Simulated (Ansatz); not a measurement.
# CoPtO2: band structure with LDA

The system is CoPtO2.

```
Pt Co O
1.0
     1.41227    0.81537    5.93939
    -1.41227    0.81537    5.93939
     0.00000   -1.63075    5.93939
Pt Co O
1 1 2
Direct
  0.00000 0.00000 0.00000
  0.50000 0.50000 0.50000
  0.11224 0.11224 0.11224
  0.88776 0.88776 0.88776
```

The cell is a database's computed one.

| Quantity | Value |
| --- | --- |
| Program | Ansatz 0.2.0 |
| Task | band structure |
| Functional | LDA |
| Potentials or basis | all-electron LAPW, scalar-relativistic |
| Cutoff | 427 eV (chosen from the basis error) |
| Basis error allowed | 0.002 eV/atom |
| k mesh | 11 × 11 × 11 |
| Occupations | fermi-dirac, width 0.05 eV |
| Spin | collinear spin, ferromagnetic start |
| Starting moments | [0.0, 2.0, 0.0, 0.0] μB |

```yaml
Pressure: -12.2 GPa
Largest_force: 0.094 eV/Å
Band_gap_along_the_path: none (metal or under the smearing width)
Net_moment: 0.00 μB per cell
Absolute_moment: 0.00 μB per cell
```

Forces in eV/Å, atoms in the order of the input:
```
Pt   0.000  0.000  0.000
Co   0.000  0.000  0.000
O    0.000  0.000  0.094
O    0.000  0.000 -0.094
```

Stress tensor (GPa, compression positive):
```
-10.82   0.00   0.00
  0.00 -10.82   0.00
  0.00   0.00 -15.05
```

Levels at the corners of the path, in eV from the Fermi level:
Spin up:
```csv
point,band 36,band 37,band 38,band 39,band 40,band 41,band 42,band 43,band 44,band 45
Γ,-3.21,-1.89,-1.89,-1.62,-1.62,-1.46,1.81,1.81,2.73,5.35
L,-1.89,-1.44,-1.15,-0.90,0.02,0.97,1.23,1.26,2.39,6.98
B1,-2.92,-2.38,-1.45,-1.27,-0.88,0.45,0.98,1.53,6.95,7.90
```
Spin down:
| point | band 36 | band 37 | band 38 | band 39 | band 40 | band 41 | band 42 | band 43 | band 44 | band 45 |
| --- | --- | --- | --- | --- | --- | --- | --- | --- | --- | --- |
| Γ | -3.21 | -1.89 | -1.89 | -1.62 | -1.62 | -1.46 | 1.81 | 1.81 | 2.73 | 5.35 |
| L | -1.89 | -1.44 | -1.15 | -0.90 | 0.02 | 0.97 | 1.23 | 1.26 | 2.39 | 6.98 |
| B1 | -2.92 | -2.38 | -1.45 | -1.27 | -0.88 | 0.45 | 0.98 | 1.53 | 6.95 | 7.90 |

Run time: 3.4 min on 4 threads of Arm Neoverse N1, on a shared host, peak memory 1.9 GiB.

Caveat: the starting moments collapsed, and a magnetic state may lie lower; spin-orbit coupling is left out, which moves the levels of the heavy elements; semilocal functionals often make such compounds metallic where correlation or magnetic order opens a gap, which also shifts bond lengths; the starting moments weren't kept.
